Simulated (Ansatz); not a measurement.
Ge, omega (AlB2-type): how the functional moves the structure

All rows: Ansatz, plane waves with scalar-relativistic PAW, 420 eV (500 eV for the SCAN forms), relaxed under each functional, no dispersion correction, no zero-point motion. B₀ comes from uniform scaling at fixed shape; a dash is a value not given.

```csv
functional,V (Å³/atom),cell,B₀ (GPa),magnetic state,ΔE to diamond (meV/atom)
PBE,19.38,"a = 4.909 Å, c = 2.786 Å (c/a = 0.568)",63,spin not included,328
r²SCAN,18.80,"a = 4.878 Å, c = 2.736 Å (c/a = 0.561)",71,spin not included,560
PBEsol,18.39,"a = 4.829 Å, c = 2.733 Å (c/a = 0.566)",76,spin not included,270
LDA,17.98,"a = 4.795 Å, c = 2.709 Å (c/a = 0.565)",79,spin not included,302
revPBE,19.73,"a = 4.936 Å, c = 2.805 Å (c/a = 0.568)",61,spin not included,347
BLYP,21.59,"a = 5.070 Å, c = 2.909 Å (c/a = 0.574)",48,spin not included,505
```

Problem. What does RPBE give?

Solution. V (Å³/atom): 19.87; cell: a = 4.947 Å, c = 2.812 Å (c/a = 0.568); B₀ (GPa): 60; magnetic state: spin not included; ΔE to diamond (meV/atom): 356.
